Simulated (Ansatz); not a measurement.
A series in volume scale on SnO2

Free energy against uniform scaling of the volume at fixed shape and fractions; periodic cell, basis, potentials, k mesh and filling as listed. The results are calculated, by Ansatz 0.2.0.

The cell before it is scaled or strained (space group Pnnm, No. 58):
```
cell vectors (Å)
   4.7880     0.0000     0.0000
   0.0000     4.8666     0.0000
   0.0000     0.0000     3.2409
atoms (fractions of the cell vectors)
Sn  0.50000  0.50000  0.50000
Sn  0.00000  0.00000  0.00000
O   0.29185  0.32104  0.00000
O   0.79186  0.17896  0.50000
O   0.20814  0.82104  0.50000
O   0.70814  0.67896  0.00000
```

Settings of every row: functional PBEsol; dispersion none; potentials PAW; wave cutoff 550 eV; density cutoff 2200 eV; k mesh 4x4x6; k shift 0x0x0; occupations fixed; smearing width 0 eV; spin none.

Limits: the cell comes from a prototype or a list of computed structures and needn't be the stable phase.

```csv
row,volume scale,V (Å³/atom),pressure (GPa),energy above lowest point (meV/atom)
1,0.94,11.831,5.83,5.5
2,0.96,12.083,1.27,0
3,0.98,12.334,-2.77,1.2
4,1,12.586,-6.34,8.4
5,1.02,12.838,?,?
6,1.04,13.09,-12.23,38
7,1.06,13.341,-14.63,59.2
```

Question: what pressure and energy above lowest point should row 5 give?

Worked fit of pressure. Take u = (V_r/V)^(2/3) − 1 with V_r = 12.46 Å³ an atom, which is twice the finite (Eulerian) strain; such expansions in the strain, on which the Birch-Murnaghan equation of state is built, carry the rest volume and the bulk modulus. The shown rows have u = 0.03514, 0.02069, 0.0068, -0.00669, -0.03235, -0.04452. Least squares give pressure = −4.607 + 265.21 × u + 903.6 × u² GPa; a straight line predicts inner rows, each left out in turn, worse (root mean square 0.56 against 0.011 GPa). The rows lie off it by 0.00, 0.00, -0.01, 0.00, 0.01, -0.01. The pressure vanishes at u = 0.0164, or V = 12.16 Å³ an atom, and there the bulk modulus at fixed shape and fractions is B = −V dP/dV = (2/3)(1 + u) dP/du = 200 GPa. Letting shape and atoms relax would as a rule lower it, by much in layered, chain or molecular crystals. The withheld row has u = -0.01973, so the fit gives −4.607 + 265.21 × (-0.01973) + 903.6 × (-0.01973)² = -9.49 GPa.

The calculation gave -9.48 GPa. The fit lies 0.01 GPa (0.049 % of the column's range) below it, one unit of the last digit.

Worked fit of energy above lowest point. Take u = (V_r/V)^(2/3) − 1 with V_r = 12.46 Å³ an atom, which is twice the finite (Eulerian) strain; such expansions in the strain, on which the Birch-Murnaghan equation of state is built, carry the rest volume and the bulk modulus. The shown rows have u = 0.03514, 0.02069, 0.0068, -0.00669, -0.03235, -0.04452. Least squares give energy above lowest point = 4.1 − 534.4 × u + 16102 × u² + 6854 × u³ meV/atom; a parabola predicts inner rows, each left out in turn, worse (root mean square 0.13 against 0.015 meV/atom). All shown rows lie on it to the printed digit. Its lowest point lies at u = 0.0164, or V = 12.16 Å³ an atom, and the curvature there gives the bulk modulus at fixed shape and fractions, B = (4/9)(1 + u)² E″(u)/V = 199 GPa. Letting shape and atoms relax would as a rule lower it, by much in layered, chain or molecular crystals. The withheld row has u = -0.01973, so the fit gives 4.1 − 534.4 × (-0.01973) + 16102 × (-0.01973)² + 6854 × (-0.01973)³ = 20.9 meV/atom.

The calculation gave 20.9 meV/atom. The fit meets it to the printed digit.
